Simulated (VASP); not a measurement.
# SnO (P4/mmm) in VASP: a series of runs

One crystal, SnO, is run at these levels: r2SCAN, PBE; tasks: single point.

Everything below comes from runs of VASP 6.6.1. Logs are shortened: lines on timing, memory, paths and dates and some standing lists are left out, and cuts for length are marked.

## (1) The cell of the first run

The structure is tetragonal, space group P4/mmm (No. 123). Conventional cell: a = 3.218 Å, b = 3.218 Å, c = 3.030 Å, α = 90.00°, β = 90.00°, γ = 90.00°. Sn (site symmetry 4/mmm) is surrounded by 8 O at 2.73 Å and 2 Sn at 3.03 Å. O (site symmetry 4/mmm) has 8 Sn at 2.73 Å and 2 O at 3.03 Å as nearest neighbours.

The cell was built by a generator and needn't be a form met in nature.

## (2) Single point, r2SCAN (epitaxial_xy strain +3.7%)

File POSCAR:

```
SnO
1.0
    3.2179224933      0.0000000000      0.0000000000
    0.0000000000      3.2179224933      0.0000000000
    0.0000000000      0.0000000000      3.0301771964
Sn O
1 1
Direct
    0.0000000000      0.0000000000      0.0000000000
    0.5000000000      0.5000000000      0.5000000000
```

File INCAR.step1:

```
SYSTEM = SnO
PREC = Accurate ; ENCUT = 520
ISMEAR = -1 ; SIGMA = 0.02
LREAL = .FALSE. ; LASPH = .TRUE.
NELM = 100 ; NBANDS = 17
GGA = PE ; ALGO = Normal
EDIFF = 1E-4 ; LWAVE = .TRUE.
LCHARG = .FALSE.
```

File INCAR.step2:

```
SYSTEM = SnO
PREC = Accurate ; ENCUT = 520
EDIFF = 1E-6 ; ISMEAR = -1
SIGMA = 0.02 ; LREAL = .FALSE.
LASPH = .TRUE. ; NELM = 100
ALGO = Normal ; ISIF = 2
LWAVE = .FALSE. ; LCHARG = .FALSE.
METAGGA = R2SCAN ; LMIXTAU = .TRUE.
NBANDS = 17 ; ISTART = 1
```

File KPOINTS:

```
regular mesh
0
G
  8 8 8
  0 0 0
```

Potentials or basis: VASP PAW PBE potentials, release 64 (Sn_d, O).

Run with:

```sh
$ cat potpaw_PBE.64/Sn_d/POTCAR potpaw_PBE.64/O/POTCAR > POTCAR
$ cp INCAR.step1 INCAR
$ mpirun -np 1 vasp_std > vasp.out
$ cp INCAR.step2 INCAR
$ mpirun -np 1 vasp_std > vasp.out
```

OUTCAR:

```text
SYSTEM = SnO
   PREC = Accurate
   ENCUT = 520
   EDIFF = 1E-6
   ISMEAR = -1
   LREAL = .FALSE.
   LASPH = .TRUE.
   NELM = 100
   ISIF = 2
   METAGGA = R2SCAN
   ISTART = 1

 ion  position               nearest neighbor table
   1  0.000  0.000  0.000-   2 2.73   2 2.73   2 2.73   2 2.73   2 2.73   2 2.73   2 2.73   2 2.73

   2  0.500  0.500  0.500-   1 2.73   1 2.73   1 2.73   1 2.73   1 2.73   1 2.73   1 2.73   1 2.73

  LATTYP: Found a simple tetragonal cell.
 ALAT       =     3.2179224933
 C/A-ratio  =     0.9416563645

  Lattice vectors:

 A1 = (   3.2179224933,   0.0000000000,   0.0000000000)
 A2 = (   0.0000000000,   3.2179224933,   0.0000000000)
 A3 = (   0.0000000000,   0.0000000000,   3.0301771964)

Analysis of symmetry for initial positions (statically):
=====================================================================
 Subroutine PRICEL returns:
 Original cell was already a primitive cell.

 Routine SETGRP: Setting up the symmetry group for a
 simple tetragonal supercell.

 Subroutine GETGRP returns: Found 16 space group operations
 (whereof 16 operations were pure point group operations)
 out of a pool of 16 trial point group operations.

The static configuration has the point symmetry D_4h.

Analysis of symmetry for dynamics (positions and initial velocities):
=====================================================================
 Subroutine PRICEL returns:
 Original cell was already a primitive cell.

 Routine SETGRP: Setting up the symmetry group for a
 simple tetragonal supercell.

 Subroutine GETGRP returns: Found 16 space group operations
 (whereof 16 operations were pure point group operations)
 out of a pool of 16 trial point group operations.

The dynamic configuration has the point symmetry D_4h.

 Subroutine INISYM returns: Found 16 space group operations
 (whereof 16 operations are pure point group operations),
 and found     1 'primitive' translations

----------------------------------------------------------------------------------------

                                     Primitive cell

  volume of cell :      31.3776

  direct lattice vectors                    reciprocal lattice vectors
     3.217922493  0.000000000  0.000000000     0.310759505  0.000000000  0.000000000
     0.000000000  3.217922493  0.000000000     0.000000000  0.310759505  0.000000000
     0.000000000  0.000000000  3.030177196     0.000000000  0.000000000  0.330013704

  length of vectors
     3.217922493  3.217922493  3.030177196     0.310759505  0.310759505  0.330013704

  position of ions in fractional coordinates (direct lattice)
     0.000000000  0.000000000  0.000000000
     0.500000000  0.500000000  0.500000000

  ion indices of the primitive-cell ions
   primitive index   ion index
                 1           1
                 2           2

----------------------------------------------------------------------------------------

 KPOINTS: regular mesh

Automatic generation of k-mesh.
 Grid dimensions read from file:
 generate k-points for:    8    8    8

 Generating k-lattice:

  Cartesian coordinates                     Fractional coordinates (reciprocal lattice)
     0.038844938  0.000000000  0.000000000     0.125000000  0.000000000  0.000000000
     0.000000000  0.038844938  0.000000000     0.000000000  0.125000000  0.000000000
     0.000000000  0.000000000  0.041251713     0.000000000  0.000000000  0.125000000

  Length of vectors
     0.038844938  0.038844938  0.041251713

  Shift w.r.t. Gamma in fractional coordinates (k-lattice)
     0.000000000  0.000000000  0.000000000

 Subroutine IBZKPT returns following result:
 ===========================================

 Found     75 irreducible k-points:

 Following reciprocal coordinates:
            Coordinates               Weight
  0.000000  0.000000  0.000000      1.000000
  0.125000  0.000000  0.000000      4.000000
  0.250000  0.000000  0.000000      4.000000
  0.375000  0.000000  0.000000      4.000000
  0.500000  0.000000  0.000000      2.000000
  0.125000  0.125000  0.000000      4.000000
[... 16 lines left out ...]
  0.375000  0.125000  0.125000     16.000000
  0.500000  0.125000  0.125000      8.000000
 [... further k-points ...]
   k-points           NKPTS =     75   k-points in BZ     NKDIM =     75   number of bands    NBANDS=     17
   number of dos      NEDOS =    301   number of ions     NIONS =      2
   total plane-waves  NPLWV =  13824
   dimension x,y,z NGX =    24 NGY =   24 NGZ =   24
   dimension x,y,z NGXF=    48 NGYF=   48 NGZF=   48
   ions per type =               1   1
   NGX,Y,Z   is equivalent  to a cutoff of  12.40, 12.40, 13.17 a.u.
   NGXF,Y,Z  is equivalent  to a cutoff of  24.80, 24.80, 26.33 a.u.
 SYSTEM =  SnO
   PREC   = accura    normal or accurate (medium, high low for compatibility)
   ISTART =      1    job   : 0-new  1-cont  2-samecut
   ICHARG =      0    charge: 1-file 2-atom 10-const
   ISPIN  =      1    spin polarized calculation?
   LNONCOLLINEAR =      F non collinear calculations
   LSORBIT =      F    spin-orbit coupling
   LASPH  =      T    aspherical Exc in radial PAW
   ENCUT  =  520.0 eV  38.22 Ry    6.18 a.u.   5.98  5.98  5.63*2*pi/ulx,y,z
   NELM   =    100;   NELMIN=  2; NELMDL=  0     # of ELM steps
   EDIFF  = 0.1E-05   stopping-criterion for ELM
   LREAL  =      F    real-space projection
   EDIFFG = 0.1E-04   stopping-criterion for IOM
   NSW    =      0    number of steps for IOM
   IBRION =     -1    ionic relax: 0-MD 1-quasi-New 2-CG
   NFREE  =      0    steps in history (QN), initial steepest desc. (CG)
   ISIF   =      2    stress and relaxation
   ISYM   =      2    0-nonsym 1-usesym 2-fastsym
   POTIM  = 0.5000    time-step for ionic-motion
   TEBEG  =    0.0;   TEEND  =   0.0 temperature during run
   PSTRESS=    0.0 pullay stress
   NELECT =      20.0000    total number of electrons
   NUPDOWN=      -1.0000    fix difference up-down
   EMIN   =  10.00;   EMAX   =-10.00  energy-range for DOS
   EFERMI =   0.00;   METHOD = LEGACY
   ISMEAR =    -1;   SIGMA  =   0.02  broadening in eV -4-tet -1-fermi 0-gaus
   EFERMI_NEDOS =   21; number of points for ismear=-14 and -15
   IALGO  =     38    algorithm
   IMIX   =      4    mixing-type and parameters
     AMIX     =   0.40;   BMIX     =  1.00
     AMIX_MAG =   1.60;   BMIX_MAG =  1.00
  volume/ion in A,a.u.               =      15.69       105.87
  Fermi-wavevector in a.u.,A,eV,Ry     =   1.408894  2.662424 27.007338  1.984983
  Thomas-Fermi vector in A             =   2.531006
   LORBIT       =      0    0 simple, 1 ext, 2 COOP (PROOUT), +10 PAW based schemes
   METAGGA = R2SCAN    functional components
   LHFCALC =     F    Hartree Fock is set to
   AEXX    =    0.0000 exact exchange contribution
   IVDW    =     0    specifies the selected vdW correction
   LEPSILON=     F    determine dielectric tensor
   LRPA    =     F    only Hartree local field effects (RPA)
 non-spin polarized calculation
  energy-cutoff  :      520.00
  volume of cell :       31.38
 maximum number of plane-waves:       860
 NGX is ok and might be reduce to    24
   NGX = 11   NGY = 11   NGZ = 11

 number of electron      20.0000006 magnetization

 Free energy of the ion-electron system (eV)
  ---------------------------------------------------
  ext. energy  EPLUGINS =         0.00000000
  ---------------------------------------------------
  free energy    TOTEN  =       -31.53770763 eV

  energy without entropy =      -31.53746478  energy(sigma->0) =      -31.53758621

 E-fermi :   7.6603     XC(G=0): -11.8399

 val. band max:        7.6424545708   @ k =   0.1250   0.0000   0.5000
 cond. band min:       7.7234031035   @ k =   0.5000   0.0000   0.1250
 fundamental gap:      0.0809485326
 Fermi energy:         7.6603091934

 k-point     1 :       0.0000    0.0000    0.0000
  band No.  band energies     occupation
      1     -14.9143      2.00000
      2     -14.8231      2.00000
      3     -14.5350      2.00000
      4     -14.5098      2.00000
      5     -14.5098      2.00000
      6     -11.1833      2.00000
[... 9 lines left out ...]
     16      26.8448      0.00000
     17      27.6945      0.00000

 k-point     2 :       0.1250    0.0000    0.0000
  band No.  band energies     occupation
      1     -14.9075      2.00000
      2     -14.7991      2.00000
      3     -14.5451      2.00000
      4     -14.5191      2.00000
      5     -14.5090      2.00000
      6     -11.1088      2.00000
[... 9 lines left out ...]
     16      25.7907      0.00000
     17      26.5849      0.00000

 k-point     3 :       0.2500    0.0000    0.0000
  band No.  band energies     occupation
      1     -14.8972      2.00000
      2     -14.7350      2.00000
      3     -14.5695      2.00000
      4     -14.5415      2.00000
      5     -14.5071      2.00000
      6     -10.9194      2.00000
[... 9 lines left out ...]
     16      23.3903      0.00000
     17      25.7618      0.00000

 k-point     4 :       0.3750    0.0000    0.0000
  band No.  band energies     occupation
      1     -14.8904      2.00000
      2     -14.6674      2.00000
      3     -14.5938      2.00000
      4     -14.5638      2.00000
      5     -14.5052      2.00000
      6     -10.7147      2.00000
[... 9 lines left out ...]
     16      23.1406      0.00000
     17      25.5595      0.00000

 k-point     5 :       0.5000    0.0000    0.0000
  band No.  band energies     occupation
      1     -14.8880      2.00000
      2     -14.6390      2.00000
      3     -14.6038      2.00000
      4     -14.5731      2.00000
      5     -14.5045      2.00000
      6     -10.6250      2.00000
[... 9 lines left out ...]
     16      24.9206      0.00000
     17      25.5847      0.00000

 k-point     6 :       0.1250    0.1250    0.0000
  band No.  band energies     occupation
      1     -14.8984      2.00000
      2     -14.7771      2.00000
      3     -14.5578      2.00000
      4     -14.5189      2.00000
      5     -14.5175      2.00000
      6     -11.0339      2.00000
[... 9 lines left out ...]
     16      24.4860      0.00000
     17      26.9135      0.00000

 k-point     7 :       0.2500    0.1250    0.0000
  band No.  band energies     occupation
      1     -14.8843      2.00000
      2     -14.7162      2.00000
      3     -14.5880      2.00000
      4     -14.5404      2.00000
      5     -14.5160      2.00000
      6     -10.8447      2.00000
[... 9 lines left out ...]
     16      22.8762      0.00000
     17      25.6955      0.00000

 k-point     8 :       0.3750    0.1250    0.0000
  band No.  band energies     occupation
      1     -14.8754      2.00000
      2     -14.6499      2.00000
      3     -14.6176      2.00000
      4     -14.5625      2.00000
      5     -14.5139      2.00000
      6     -10.6418      2.00000
[... 9 lines left out ...]
     16      23.5752      0.00000
     17      24.9247      0.00000
[... 203 lines left out ...]
      1     -14.8434      2.00000
      2     -14.6563      2.00000
      3     -14.5960      2.00000
      4     -14.5912      2.00000
      5     -14.5224      2.00000
      6     -10.6288      2.00000
[... 9 lines left out ...]
     16      24.3545      0.00000
     17      25.0165      0.00000

 k-point    20 :       0.5000    0.0000    0.1250
  band No.  band energies     occupation
      1     -14.8416      2.00000
      2     -14.6269      2.00000
      3     -14.6075      2.00000
      4     -14.6010      2.00000
      5     -14.5215      2.00000
      6     -10.5406      2.00000
[... 9 lines left out ...]
     16      24.4631      0.00000
     17      25.0825      0.00000

 k-point    21 :       0.1250    0.1250    0.1250
  band No.  band energies     occupation
      1     -14.8446      2.00000
      2     -14.7744      2.00000
      3     -14.5564      2.00000
      4     -14.5398      2.00000
      5     -14.5363      2.00000
      6     -10.9455      2.00000
[... 9 lines left out ...]
     16      24.3451      0.00000
     17      24.5716      0.00000

 k-point    22 :       0.2500    0.1250    0.1250
  band No.  band energies     occupation
      1     -14.8321      2.00000
      2     -14.7112      2.00000
      3     -14.5869      2.00000
      4     -14.5641      2.00000
      5     -14.5348      2.00000
      6     -10.7607      2.00000
[... 9 lines left out ...]
     16      23.2211      0.00000
     17      23.9010      0.00000

 k-point    23 :       0.3750    0.1250    0.1250
  band No.  band energies     occupation
      1     -14.8254      2.00000
      2     -14.6419      2.00000
      3     -14.6172      2.00000
      4     -14.5892      2.00000
      5     -14.5320      2.00000
      6     -10.5637      2.00000
[... 9 lines left out ...]
     16      23.0428      0.00000
     17      24.6971      0.00000

 k-point    24 :       0.5000    0.1250    0.1250
  band No.  band energies     occupation
      1     -14.8232      2.00000
      2     -14.6296      2.00000
      3     -14.6126      2.00000
      4     -14.5995      2.00000
      5     -14.5308      2.00000
      6     -10.4781      2.00000
[... 9 lines left out ...]
     16      22.6595      0.00000
     17      26.3597      0.00000

 [... further k-points ...]
[... 5 lines left out ...]
  --------------------------------------------------------------------------------------
  -------------------------------------------------------------------------------------
  Total       -1.4281930     -1.4281930      0.0167929      0.0000000     -0.0000000      0.0000000
  in kB      -72.9253107    -72.9253107      0.8574640      0.0000000     -0.0000000      0.0000000
  external PRESSURE =     -48.3310525 kB  Pullay stress =       0.0000000 kB

 VOLUME and BASIS-vectors are now :
 -----------------------------------------------------------------------------
  energy-cutoff  :      520.00
  volume of cell :       31.38
      direct lattice vectors                 reciprocal lattice vectors
     3.217922493  0.000000000  0.000000000     0.310759505  0.000000000  0.000000000
     0.000000000  3.217922493  0.000000000     0.000000000  0.310759505  0.000000000
     0.000000000  0.000000000  3.030177196     0.000000000  0.000000000  0.330013704

 POSITION                                       TOTAL-FORCE (eV/Angst)
 -----------------------------------------------------------------------------------
      0.00000      0.00000      0.00000         0.000000      0.000000      0.000000
      1.60896      1.60896      1.51509         0.000000      0.000000      0.000000
 -----------------------------------------------------------------------------------
    total drift:                                0.000000      0.000000     -0.000000

  FREE ENERGIE OF THE ION-ELECTRON SYSTEM (eV)
  ---------------------------------------------------
  free  energy   TOTEN  =       -31.5377076320 eV

  energy  without entropy=      -31.5374647791  energy(sigma->0) =      -31.53758621
```

It took 1.8 min on 1 thread of Intel Xeon Platinum 8175M at 2.50GHz (Skylake/Cascade Lake), shared host; peak memory 0.17 GiB.

What came out:

```
Free energy            : -31.5377 eV
Pressure               : -4.8 GPa
Band gap on the k mesh : none (metal or under the smearing width)
```

Stress tensor (GPa, compression positive):
```
-7.29  0.00  0.00
 0.00 -7.29  0.00
 0.00  0.00  0.09
```

Caveat: the PAW data sets were made with another functional, which shifts forces and pressure a little.

## (3) Single point, PBE (biaxial_xy strain +5.1%)

File INCAR:

```
SYSTEM = SnO
PREC = Accurate
ENCUT = 520
EDIFF = 1E-6
ISMEAR = -1
SIGMA = 0.02
LREAL = .False.
LASPH = .True.
NELM = 100
ALGO = Normal
ISIF = 2
LWAVE = .False.
LCHARG = .True.
GGA = PE
LELF = .True.
LVHAR = .True.
NBANDS = 17
```

File KPOINTS:

```
regular mesh
0
Gamma
  8 8 8
  0 0 0
```

File POSCAR:

```
SnO
1.0
    3.2607495069      0.0000000000      0.0000000000
    0.0000000000      3.2607495069      0.0000000000
    0.0000000000      0.0000000000      3.1034067830
Sn O
1 1
Direct
    0.0000000000      0.0000000000      0.0000000000
    0.5000000000      0.5000000000      0.5000000000
```

Potentials or basis: VASP PAW PBE potentials, release 64 (Sn_d, O).

Run with:

```sh
$ cat potpaw_PBE.64/Sn_d/POTCAR potpaw_PBE.64/O/POTCAR > POTCAR
$ mpirun -np 1 vasp_std > vasp.out
```

Run time: 36 s. Hardware: 1 thread of Intel Xeon Platinum 8175M at 2.50GHz (Skylake/Cascade Lake), shared host; peak memory 0.16 GiB.

It converged, with:

```
Free energy            : -9.7725 eV
Pressure               : -6.1 GPa
Band gap on the k mesh : none (metal or under the smearing width)
```

Stress tensor (GPa, compression positive):
```
-8.08  0.00  0.00
 0.00 -8.08  0.00
 0.00  0.00 -2.08
```

Levels at points of the mesh, in eV from the Fermi level:
```csv
k point,band 8,band 9,band 10,band 11,band 12,band 13
"(0.00, 0.00, 0.00)",-2.25,-2.25,-1.75,7.14,7.14,7.64
"(0.50, 0.00, 0.00)",-1.54,-1.21,-0.83,0.33,6.14,7.56
"(0.50, 0.50, 0.00)",-4.89,-4.89,-1.10,3.48,3.48,8.84
"(0.00, 0.00, 0.50)",-1.48,-1.48,-1.30,0.34,6.67,6.67
"(0.50, 0.00, 0.50)",-4.66,-4.53,-1.36,2.86,3.49,8.18
"(0.50, 0.50, 0.50)",-2.78,-2.78,-1.81,-0.26,0.41,0.41
```

## (4) Single point, PBE (epitaxial_xy strain +3.7%)

File INCAR:

```
SYSTEM = SnO
  PREC = Accurate
  ENCUT = 520
  EDIFF = 1E-7
  ISMEAR = -1
  SIGMA = 0.02
  LREAL = .FALSE.
  LASPH = .TRUE.
  NELM = 60
  ALGO = Fast
  ISIF = 2
  LWAVE = .FALSE.
  LCHARG = .FALSE.
  GGA = PE
  NBANDS = 17
```

File KPOINTS:

```
regular mesh
0
G
  8 8 8
  0 0 0
```

File POSCAR:

```
SnO
1.0
    3.2179224933      0.0000000000      0.0000000000
    0.0000000000      3.2179224933      0.0000000000
    0.0000000000      0.0000000000      3.0301771964
Sn O
1 1
Direct
    0.0000000000      0.0000000000      0.0000000000
    0.5000000000      0.5000000000      0.5000000000
```

Run with:

```sh
$ cat potpaw_PBE.64/Sn_d/POTCAR potpaw_PBE.64/O/POTCAR > POTCAR
$ mpirun -np 1 vasp_std > vasp.out
```

It took 60 s on 1 thread of Intel Xeon Platinum 8175M at 2.50GHz (Skylake/Cascade Lake), shared host; peak memory 0.16 GiB.

Results (log left out):

- Free energy: -9.8021 eV
- Pressure: -1.9 GPa
- Band gap on the k mesh: none (metal or under the smearing width)

Stress tensor (GPa, compression positive):
```
-4.62  0.00  0.00
 0.00 -4.62  0.00
 0.00  0.00  3.48
```

Levels at points of the mesh, in eV from the Fermi level:
| k point | band 6 | band 7 | band 8 | band 9 | band 10 | band 11 | band 12 | band 13 | band 14 | band 15 |
| --- | --- | --- | --- | --- | --- | --- | --- | --- | --- | --- |
| (0.00, 0.00, 0.00) | -17.75 | -7.54 | -2.57 | -2.57 | -1.92 | 7.35 | 7.35 | 7.53 | 8.52 | 8.56 |
| (0.50, 0.00, 0.00) | -17.15 | -8.88 | -1.81 | -1.37 | -0.90 | 0.33 | 6.16 | 7.99 | 11.02 | 11.33 |
| (0.50, 0.50, 0.00) | -16.65 | -5.38 | -5.34 | -5.34 | -1.27 | 3.58 | 3.58 | 9.08 | 10.39 | 15.79 |
| (0.00, 0.00, 0.50) | -17.03 | -8.23 | -1.72 | -1.72 | -1.49 | 0.37 | 6.84 | 6.84 | 10.79 | 10.94 |
| (0.50, 0.00, 0.50) | -16.56 | -5.23 | -5.05 | -4.50 | -1.61 | 2.81 | 3.59 | 8.23 | 9.19 | 14.20 |
| (0.50, 0.50, 0.50) | -16.49 | -3.18 | -3.09 | -3.09 | -1.54 | -0.51 | 0.31 | 0.31 | 11.73 | 11.73 |

## (5) The runs side by side

```csv
level,cell,gap on the mesh (eV),pressure (GPa)
r2SCAN,epitaxial_xy strain +3.7%,none,-4.8
PBE,biaxial_xy strain +5.1%,none,-6.1
PBE,epitaxial_xy strain +3.7%,none,-1.9
```

Alike in all rows: task single point; potentials or basis VASP PAW PBE potentials, release 64 (Sn_d, O); no spin polarisation; k mesh 8 × 8 × 8; cutoff (eV) 520; smearing fermi-dirac 0.02 eV.

Caveats: the PAW data sets were made with another functional, which shifts forces and pressure a little (some runs).

Absolute energies hang on the potentials; compare differences alone.
